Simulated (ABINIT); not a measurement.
## Ga in ABINIT: convergence with pawecutdg

Ga:

```
Ga
1.0
     1.38300   -4.02650    0.00000
     1.38300    4.02650    0.00000
    -0.11745    0.00000    3.32993
Ga
2
Direct
  0.11699 0.85684 0.74834
  0.86667 0.13242 0.23663
```

This isn't the form of Ga at room conditions, which is orthorhombic.

The cell isn't the ideal one: atoms moved at random, drawn with an rms of 0.05 Å.

```yaml
Program: ABINIT 10.8.3 (patched build)
Task: single point
Functional: LDA
Potentials_or_basis: JTH PAW LDA v2.0
Cutoff: 463 eV
k_mesh: 8 × 8 × 7
Occupations: fermi-dirac, width 0.1 eV
Spin: no spin polarisation
```

These are the settings of the first run; the series varies pawecutdg, with any setting tied to it.

Hardware: 1 thread of Arm Neoverse V2, with other jobs on the host.

```csv
pawecutdg,"energy less the tightest run, at zero smearing (meV/atom)",largest force (eV/Å),SCF cycles,CPU time (s),peak memory (GiB)
17.5,0.35,0.139,8,68,0.16
20.4,0.22,0.142,8,68,0.17
25.5,0.12,0.142,9,75,0.17
30.6,0.04,0.142,9,75,0.18
37.4,0.02,0.143,9,74,0.18
45.9,0.01,0.143,9,74,0.19
56.1,0.00,0.143,9,75,0.21
```

Against the tightest run, the energy stays within 1 meV/atom from 17.5 on; the largest force stays within 0.005 eV/Å from 17.5 on. The tightest run that finished is the yardstick and may itself not be fully converged.
